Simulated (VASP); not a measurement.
# As in VASP: a series of runs

Runs on As. Level: PBE+D3(BJ). Tasks: single point.

Program: VASP 6.6.1. These are calculated values, not measurements. Logs are shortened: lines on timing, memory, paths and dates and some standing lists are left out, and cuts for length are marked.

## Step 1: Starting point

The cell holds a slab with vacuum, 2 atoms: a = 3.572 Å, b = 3.572 Å, c = 28.574 Å, α = 90.00°, β = 90.00°, γ = 120.00°.

The slab is cut from a database's or a generator's crystal, which needn't be the stable form of the element.

## Step 2: Single point, PBE+D3(BJ) (the lower layer alone in the bilayer's cell)

Contents of INCAR:

```
SYSTEM = As
PREC = Accurate
ENCUT = 520
EDIFF = 1E-6
ISMEAR = 0
SIGMA = 0.05
LREAL = .FALSE.
LASPH = .TRUE.
NELM = 80
ALGO = Fast
ISIF = 2
LWAVE = .FALSE.
LCHARG = .TRUE.
LDIPOL = .TRUE.
IDIPOL = 3
DIPOL = 0.5 0.5 0.256
GGA = PE
IVDW = 12
LELF = .TRUE.
LVHAR = .TRUE.
LVACPOTAV = .TRUE.
NBANDS = 12
```

Contents of KPOINTS:

```
Automatic mesh
0
G
  9 9 1
  0 0 0
```

Contents of POSCAR:

```
As
1.0
    3.5716243461      0.0000000000      0.0000000000
   -1.7858121731      3.0931174165      0.0000000000
    0.0000000000      0.0000000000     20.2951239530
As
2
Direct
    0.3333333333      0.6666666667      0.2217281358
    0.6666666667      0.3333333333      0.2905900940
```

Potentials or basis: VASP PAW PBE potentials, release 64 (As).

Started as:

```console
> cat potpaw_PBE.64/As/POTCAR > POTCAR
> mpirun -np 1 vasp_std > vasp.out
```

OUTCAR:

```text
SYSTEM = As
   PREC = Accurate
   ENCUT = 520
   EDIFF = 1E-6
   ISMEAR = 0
   LREAL = .FALSE.
   LASPH = .TRUE.
   NELM = 80
   ISIF = 2
   GGA = PE
   IVDW = 12
 IVDW          = 12

 ion  position               nearest neighbor table
   1  0.333  0.667  0.222-   2 2.49   2 2.49   2 2.49
   2  0.667  0.333  0.291-   1 2.49   1 2.49   1 2.49

  LATTYP: Found a hexagonal cell.
 ALAT       =     3.5716243461
 C/A-ratio  =     5.6823232195

  Lattice vectors:

 A1 = (   3.5716243461,   0.0000000000,   0.0000000000)
 A2 = (  -1.7858121731,   3.0931174165,   0.0000000000)
 A3 = (   0.0000000000,   0.0000000000,  20.2951239530)

Analysis of symmetry for initial positions (statically):
=====================================================================
 Subroutine PRICEL returns:
 Original cell was already a primitive cell.

 Routine SETGRP: Setting up the symmetry group for a
 hexagonal supercell.

 Subroutine GETGRP returns: Found 12 space group operations
 (whereof  6 operations were pure point group operations)
 out of a pool of 24 trial point group operations.

The static configuration has the point symmetry C_3v.
 The point group associated with its full space group is D_3d.

Analysis of symmetry for dynamics (positions and initial velocities):
=====================================================================
 Subroutine PRICEL returns:
 Original cell was already a primitive cell.

 Routine SETGRP: Setting up the symmetry group for a
 hexagonal supercell.

 Subroutine GETGRP returns: Found 12 space group operations
 (whereof  6 operations were pure point group operations)
 out of a pool of 24 trial point group operations.

The dynamic configuration has the point symmetry C_3v.
 The point group associated with its full space group is D_3d.

 Subroutine INISYM returns: Found 12 space group operations
 (whereof  6 operations are pure point group operations),
 and found     1 'primitive' translations

----------------------------------------------------------------------------------------

                                     Primitive cell

  volume of cell :     224.2094

  direct lattice vectors                    reciprocal lattice vectors
     3.571624346  0.000000000  0.000000000     0.279984652  0.161649214  0.000000000
    -1.785812173  3.093117417  0.000000000     0.000000000  0.323298429  0.000000000
     0.000000000  0.000000000 20.295123953     0.000000000  0.000000000  0.049272919

  length of vectors
     3.571624346  3.571624346 20.295123953     0.323298429  0.323298429  0.049272919

  position of ions in fractional coordinates (direct lattice)
     0.333333333  0.666666667  0.221728136
     0.666666667  0.333333333  0.290590094

  ion indices of the primitive-cell ions
   primitive index   ion index
                 1           1
                 2           2

----------------------------------------------------------------------------------------

 KPOINTS: Automatic mesh

Automatic generation of k-mesh.
 Grid dimensions read from file:
 generate k-points for:    9    9    1

 Generating k-lattice:

  Cartesian coordinates                     Fractional coordinates (reciprocal lattice)
     0.031109406  0.017961024  0.000000000     0.111111111  0.000000000  0.000000000
     0.000000000  0.035922048  0.000000000     0.000000000  0.111111111  0.000000000
     0.000000000  0.000000000  0.049272919     0.000000000  0.000000000  1.000000000

  Length of vectors
     0.035922048  0.035922048  0.049272919

  Shift w.r.t. Gamma in fractional coordinates (k-lattice)
     0.000000000  0.000000000  0.000000000

 Subroutine IBZKPT returns following result:
 ===========================================

 Found     12 irreducible k-points:

 Following reciprocal coordinates:
            Coordinates               Weight
  0.000000  0.000000  0.000000      1.000000
  0.111111 -0.000000  0.000000      6.000000
  0.222222  0.000000  0.000000      6.000000
  0.333333  0.000000  0.000000      6.000000
  0.444444  0.000000  0.000000      6.000000
  0.111111  0.111111  0.000000      6.000000
  0.222222  0.111111  0.000000     12.000000
  0.333333  0.111111  0.000000     12.000000
  0.444444  0.111111  0.000000      6.000000
  0.222222  0.222222  0.000000      6.000000
  0.333333  0.222222  0.000000     12.000000
  0.333333  0.333333  0.000000      2.000000
   k-points           NKPTS =     12   k-points in BZ     NKDIM =     12   number of bands    NBANDS=     12
   number of dos      NEDOS =    301   number of ions     NIONS =      2
   total plane-waves  NPLWV = 125440
   dimension x,y,z NGX =    28 NGY =   28 NGZ =  160
   dimension x,y,z NGXF=    56 NGYF=   56 NGZF=  320
   ions per type =               2
   NGX,Y,Z   is equivalent  to a cutoff of  13.03, 13.03, 13.11 a.u.
   NGXF,Y,Z  is equivalent  to a cutoff of  26.07, 26.07, 26.21 a.u.
 SYSTEM =  As
   PREC   = accura    normal or accurate (medium, high low for compatibility)
   ISTART =      0    job   : 0-new  1-cont  2-samecut
   ICHARG =      2    charge: 1-file 2-atom 10-const
   ISPIN  =      1    spin polarized calculation?
   LNONCOLLINEAR =      F non collinear calculations
   LSORBIT =      F    spin-orbit coupling
   LASPH  =      T    aspherical Exc in radial PAW
   ENCUT  =  520.0 eV  38.22 Ry    6.18 a.u.   6.64  6.64 37.74*2*pi/ulx,y,z
   NELM   =     80;   NELMIN=  2; NELMDL= -5     # of ELM steps
   EDIFF  = 0.1E-05   stopping-criterion for ELM
   LREAL  =      F    real-space projection
[... 7 lines left out ...]
   TEBEG  =    0.0;   TEEND  =   0.0 temperature during run
   PSTRESS=    0.0 pullay stress
   NELECT =      10.0000    total number of electrons
   NUPDOWN=      -1.0000    fix difference up-down
   EMIN   =  10.00;   EMAX   =-10.00  energy-range for DOS
   EFERMI =   0.00;   METHOD = LEGACY
   ISMEAR =     0;   SIGMA  =   0.05  broadening in eV -4-tet -1-fermi 0-gaus
   EFERMI_NEDOS =   21; number of points for ismear=-14 and -15
   IALGO  =     68    algorithm
   IMIX   =      4    mixing-type and parameters
     AMIX     =   0.40;   BMIX     =  1.00
     AMIX_MAG =   1.60;   BMIX_MAG =  1.00
  volume/ion in A,a.u.               =     112.10       756.52
  Fermi-wavevector in a.u.,A,eV,Ry     =   0.580573  1.097124  4.586049  0.337065
  Thomas-Fermi vector in A             =   1.624734
[... 47 lines left out ...]
      8       0.1167      0.00000
      9       1.3734      0.00000
     10       1.5933      0.00000
     11       2.3359      0.00000
     12       2.9222      0.00000

 k-point     2 :       0.1111   -0.0000    0.0000
  band No.  band energies     occupation
      1     -16.9126      2.00000
      2     -10.6506      2.00000
      3      -4.7814      2.00000
      4      -4.0071      2.00000
      5      -3.7593      2.00000
      6      -0.7703      0.00000
      7       0.1967      0.00000
      8       0.4709      0.00000
      9       1.6209      0.00000
     10       1.7933      0.00000
     11       2.5242      0.00000
     12       3.1227      0.00000

 k-point     3 :       0.2222    0.0000    0.0000
  band No.  band energies     occupation
      1     -16.4181      2.00000
      2     -10.7283      2.00000
      3      -6.4472      2.00000
      4      -4.4296      2.00000
      5      -3.8945      2.00000
      6      -1.5592      0.00000
      7       0.9656      0.00000
      8       0.9767      0.00000
      9       2.0625      0.00000
     10       2.4086      0.00000
     11       3.0816      0.00000
     12       3.6307      0.00000

 k-point     4 :       0.3333    0.0000    0.0000
  band No.  band energies     occupation
      1     -15.6390      2.00000
      2     -11.3638      2.00000
      3      -7.1685      2.00000
      4      -4.9939      2.00000
      5      -4.2401      2.00000
      6      -1.8493      0.00000
      7       0.3958      0.00000
      8       1.1420      0.00000
      9       2.8851      0.00000
     10       3.0754      0.00000
     11       3.7763      0.00000
     12       4.4666      0.00000

 k-point     5 :       0.4444    0.0000    0.0000
  band No.  band energies     occupation
      1     -14.7689      2.00000
      2     -12.3816      2.00000
      3      -7.0058      2.00000
      4      -5.2999      2.00000
      5      -4.9391      2.00000
      6      -1.5485      0.00000
      7      -0.2450      0.00000
      8       1.1234      0.00000
      9       2.8722      0.00000
     10       4.1861      0.00000
     11       4.7691      0.00000
     12       5.3517      0.00000

 k-point     6 :       0.1111    0.1111    0.0000
  band No.  band energies     occupation
      1     -16.5810      2.00000
      2     -10.6693      2.00000
      3      -5.9443      2.00000
      4      -4.5949      2.00000
      5      -3.8898      2.00000
      6      -0.5556      0.00000
      7      -0.0457      0.00000
      8       1.2264      0.00000
      9       2.0592      0.00000
     10       2.1474      0.00000
     11       2.8642      0.00000
     12       3.4974      0.00000

 k-point     7 :       0.2222    0.1111    0.0000
  band No.  band energies     occupation
      1     -15.9389      2.00000
      2     -11.0218      2.00000
      3      -6.8792      2.00000
      4      -5.5195      2.00000
      5      -3.9258      2.00000
      6      -1.0778      0.00000
      7       0.4599      0.00000
      8       1.1080      0.00000
      9       2.5745      0.00000
     10       2.8891      0.00000
     11       3.5311      0.00000
     12       4.1679      0.00000

 k-point     8 :       0.3333    0.1111    0.0000
  band No.  band energies     occupation
      1     -15.0669      2.00000
      2     -11.9412      2.00000
      3      -7.0798      2.00000
      4      -5.9309      2.00000
      5      -4.4959      2.00000
      6      -1.0515      0.00000
      7       0.1722      0.00000
      8       0.7641      0.00000
      9       3.3137      0.00000
     10       3.6581      0.00000
     11       4.3228      0.00000
     12       4.9938      0.00000

 k-point     9 :       0.4444    0.1111    0.0000
  band No.  band energies     occupation
      1     -14.4435      2.00000
      2     -12.6546      2.00000
      3      -7.0428      2.00000
      4      -5.8074      2.00000
      5      -5.0674      2.00000
      6      -0.5340      0.00000
      7      -0.5223      0.00000
      8       0.8163      0.00000
      9       3.0080      0.00000
     10       5.1078      0.00000
     11       5.1575      0.00000
     12       5.5050      0.00000

 k-point    10 :       0.2222    0.2222    0.0000
  band No.  band energies     occupation
      1     -15.1808      2.00000
      2     -11.7131      2.00000
      3      -6.8130      2.00000
      4      -6.7091      2.00000
      5      -4.2478      2.00000
      6      -0.4801      0.00000
      7      -0.3057      0.00000
      8       1.4768      0.00000
      9       3.5356      0.00000
     10       3.5739      0.00000
     11       4.2139      0.00000
     12       5.1591      0.00000

 k-point    11 :       0.3333    0.2222    0.0000
  band No.  band energies     occupation
      1     -14.2907      2.00000
      2     -12.6369      2.00000
      3      -7.5098      2.00000
      4      -6.1118      2.00000
      5      -4.9131      2.00000
      6      -1.0840      0.00000
      7       0.4387      0.00000
      8       1.1997      0.00000
      9       3.9719      0.00000
     10       4.7954      0.00000
     11       5.0603      0.00000
     12       5.5145      0.00000

 k-point    12 :       0.3333    0.3333    0.0000
  band No.  band energies     occupation
      1     -13.4348      2.00000
      2     -13.4348      2.00000
      3      -7.9177      2.00000
      4      -5.4850      2.00000
      5      -5.4850      2.00000
      6      -1.5108      0.00000
      7       1.1384      0.00000
      8       1.1384      0.00000
      9       4.6363      0.00000
     10       5.5682      0.00000
     11       5.5682      0.00000
     12       6.3432      0.00000

------------------------ aborting loop because EDIFF is reached ----------------------------------------

 Edisp (eV)   -0.42390

 E8    (eV) :    -0.1922

  FORCE on cell =-STRESS in cart. coord.  units (eV):
  Direction    XX          YY          ZZ          XY          YZ          ZX
  --------------------------------------------------------------------------------------
  -------------------------------------------------------------------------------------
  Total       0.07898     0.07898     0.12490    -0.00000     0.00000    -0.00000
  in kB       0.56436     0.56436     0.89253    -0.00000     0.00000    -0.00000
  external pressure =        0.67 kB  Pullay stress =        0.00 kB

 VOLUME and BASIS-vectors are now :
 -----------------------------------------------------------------------------
  energy-cutoff  :      520.00
  volume of cell :      224.21
      direct lattice vectors                 reciprocal lattice vectors
     3.571624346  0.000000000  0.000000000     0.279984652  0.161649214  0.000000000
    -1.785812173  3.093117417  0.000000000     0.000000000  0.323298429  0.000000000
     0.000000000  0.000000000 20.295123953     0.000000000  0.000000000  0.049272919

 POSITION                                       TOTAL-FORCE (eV/Angst)
 -----------------------------------------------------------------------------------
     -0.00000      2.06208      4.50000         0.000000     -0.000000     -0.091865
      1.78581      1.03104      5.89756        -0.000000      0.000000      0.091865
 -----------------------------------------------------------------------------------
    total drift:                               -0.000000      0.000000     -0.000021

  FREE ENERGIE OF THE ION-ELECTRON SYSTEM (eV)
  ---------------------------------------------------
  free  energy   TOTEN  =        -9.7500461394 eV

  energy  without entropy=       -9.7500461394  energy(sigma->0) =       -9.75004614

 vacuum level on the upper side and lower side of the slab         1.884         1.884
```

Run time: 1.8 min. Hardware: 1 thread of AMD EPYC, shared host; peak memory 0.3 GiB.

What came out:

```
Free energy                            : -9.7500 eV
Largest force                          : 0.092 eV/Å
Band gap on the k mesh                 : 1.55 eV, indirect (least direct gap 2.03 eV)
Dispersion energy per atom             : -0.212 eV
Ionisation potential of the upper face : 5.29 eV
```

Forces in eV/Å, atoms in the order of the input:
```
As   0.000  0.000 -0.092
As   0.000  0.000  0.092
```

## Step 3: Single point, PBE+D3(BJ)

Contents of INCAR:

```
SYSTEM = As
PREC = Accurate
ENCUT = 520
EDIFF = 1E-7
ISMEAR = 0
SIGMA = 0.02
LREAL = .FALSE.
LASPH = .TRUE.
NELM = 80
ALGO = Normal
ISIF = 2
LWAVE = .FALSE.
LCHARG = .TRUE.
LDIPOL = .TRUE.
IDIPOL = 3
DIPOL = 0.5 0.5 0.500
GGA = PE
IVDW = 12
LELF = .TRUE.
LVHAR = .TRUE.
LVACPOTAV = .TRUE.
NBANDS = 12
```

KPOINTS is that of step 2.

Contents of POSCAR:

```
As
1.0
    3.5716243214      0.0000000000      0.0000000000
   -1.7858121607      3.0931173951      0.0000000000
    0.0000000000      0.0000000000     28.5742413766
As
2
Direct
    0.3333333333      0.6666666667      0.4755450730
    0.6666666667      0.3333333333      0.5244549270
```

Potentials or basis: VASP PAW PBE potentials, release 64 (As).

Started as:

```console
> cat potpaw_PBE.64/As/POTCAR > POTCAR
> mpirun -np 1 vasp_std > vasp.out
```

Run time: 87 s. Hardware: 1 thread of Intel Xeon Platinum 8488C (Sapphire Rapids), shared host; peak memory 0.41 GiB.

It converged, with:

| Item | Value |
| --- | --- |
| Free energy | -9.7498 eV |
| Largest force | 0.092 eV/Å |
| Band gap on the k mesh | 1.55 eV, indirect (least direct gap 2.03 eV) |
| Dispersion energy per atom | -0.212 eV |
| Ionisation potential of the upper face | 5.29 eV |

Forces on the atoms (eV/Å):
```
As   0.000  0.000 -0.092
As   0.000  0.000  0.092
```

Levels at points of the mesh, in eV from the valence-band top:
```
           k point  band 2  band 3  band 4  band 5  band 6  band 7  band 8  band 9
(0.00, 0.00, 0.00)   -7.28   -0.69    0.00    0.00    2.03    3.52    3.52    4.76
```

PBE gaps usually lie below the measured ones, often by a third to a half.

## Step 4: Single point, PBE+D3(BJ)

This run uses another cell than the first one, of 158.52 Å³/atom, 1.004 times its volume.

Contents of INCAR:

```
PREC = Accurate
ENCUT = 520
EDIFF = 1E-6
ISMEAR = 0
SIGMA = 0.02
LREAL = False
LASPH = True
NELM = 60
ALGO = Normal
ISIF = 2
LWAVE = False
LCHARG = True
LDIPOL = True
IDIPOL = 3
DIPOL = 0.5 0.5 0.500
GGA = PE
IVDW = 12
LELF = True
LVHAR = True
LVACPOTAV = True
NBANDS = 12
```

Contents of KPOINTS:

```
Automatic mesh
0
Gamma
  9 9 1
```

Contents of POSCAR:

```
As
1.0
    3.5793730123      0.0000000000      0.0000000000
   -1.7896865061      3.0998279583      0.0000000000
    0.0000000000      0.0000000000     28.5742413766
As
2
Direct
    0.3333333333      0.6666666667      0.4756221584
    0.6666666667      0.3333333333      0.5243778416
```

Started as:

```console
> cat potpaw_PBE.64/As/POTCAR > POTCAR
> mpirun -np 1 vasp_std > vasp.out
```

Wall time 61 s (1 thread of Intel Xeon Platinum 8488C (Sapphire Rapids), shared host); peak memory 0.41 GiB.

Results (log left out):

- Free energy: -9.7495 eV
- Largest force: 0.121 eV/Å
- Band gap on the k mesh: 1.58 eV, indirect (least direct gap 2.02 eV)
- Dispersion energy per atom: -0.211 eV
- Ionisation potential of the upper face: 5.33 eV

Forces on the atoms (eV/Å):
```
As   0.000  0.000 -0.121
As   0.000  0.000  0.121
```

Levels at points of the mesh, in eV from the valence-band top:
| k point | band 2 | band 3 | band 4 | band 5 | band 6 | band 7 | band 8 | band 9 |
| --- | --- | --- | --- | --- | --- | --- | --- | --- |
| (0.00, 0.00, 0.00) | -7.22 | -0.63 | 0.00 | 0.00 | 2.02 | 3.53 | 3.53 | 4.80 |

## Step 5: Single point, PBE+D3(BJ)

This run uses another cell than the first one, of 177.06 Å³/atom, 1.122 times its volume.

Contents of INCAR:

```
SYSTEM = As
PREC = Accurate
ENCUT = 520
EDIFF = 1E-7
ISMEAR = 0
SIGMA = 0.1
LREAL = .False.
LASPH = .True.
NELM = 100
ALGO = Fast
ISIF = 2
LWAVE = .False.
LCHARG = .False.
LDIPOL = .True.
IDIPOL = 3
DIPOL = 0.5 0.5 0.500
GGA = PE
IVDW = 12
NBANDS = 12
```

Contents of KPOINTS:

```
Automatic mesh
0
Gamma
  6 6 1
  0 0 0
```

Contents of POSCAR:

```
As
1.0
    3.7828824948      0.0000000000      0.0000000000
   -1.8914412474      3.2760723400      0.0000000000
    0.0000000000      0.0000000000     28.5742413766
As
2
Direct
    0.3333333333      0.6666666667      0.4774776052
    0.6666666667      0.3333333333      0.5225223948
```

Started as:

```console
> cat potpaw_PBE.64/As/POTCAR > POTCAR
> mpirun -np 1 vasp_std > vasp.out
```

Wall time 52 s (1 thread of Intel Xeon Platinum 8488C (Sapphire Rapids), shared host); peak memory 0.37 GiB.

The run converged. Its results:

* Free energy: -9.5812 eV
* Largest force: 0.708 eV/Å
* Band gap on the k mesh: 0.82 eV, indirect (least direct gap 0.84 eV)
* Dispersion energy per atom: -0.189 eV

Forces in eV/Å, atoms in the order of the input:
```
As   0.000  0.000 -0.708
As   0.000  0.000  0.708
```

Levels at points of the mesh, in eV from the valence-band top:
```tsv
k point	band 3	band 4	band 5	band 6	band 7	band 8
(0.00, 0.00, 0.00)	-0.72	-0.72	-0.02	0.82	2.96	2.96
(0.50, 0.00, 0.00)	-3.13	-2.31	-1.27	1.55	3.52	4.36
```

A hybrid or GW would open this gap; PBE tends to underestimate it.

## Step 6: Overview

```csv
cell,k mesh,smearing,gap on the mesh (eV),largest force (eV/Å)
the lower layer alone in the bilayer's cell,9 × 9 × 1,gaussian 0.05 eV,1.55,0.09
"P-3m1, 157.84 Å³/atom",9 × 9 × 1,gaussian 0.02 eV,1.55,0.09
"P-3m1, 158.52 Å³/atom",9 × 9 × 1,gaussian 0.02 eV,1.58,0.12
"P-3m1, 177.06 Å³/atom",6 × 6 × 1,gaussian 0.1 eV,0.82,0.71
```

Alike in all rows: task single point; level PBE+D3(BJ); potentials or basis VASP PAW PBE potentials, release 64 (As); no spin polarisation; cutoff (eV) 520.

On the cell as given the gap runs from 0.82 eV (PBE+D3(BJ)) to 1.58 eV (PBE+D3(BJ)); the meshes differ, which moves gaps too.

Total energies depend on the potentials used, so only differences within one code and one set of settings carry meaning.
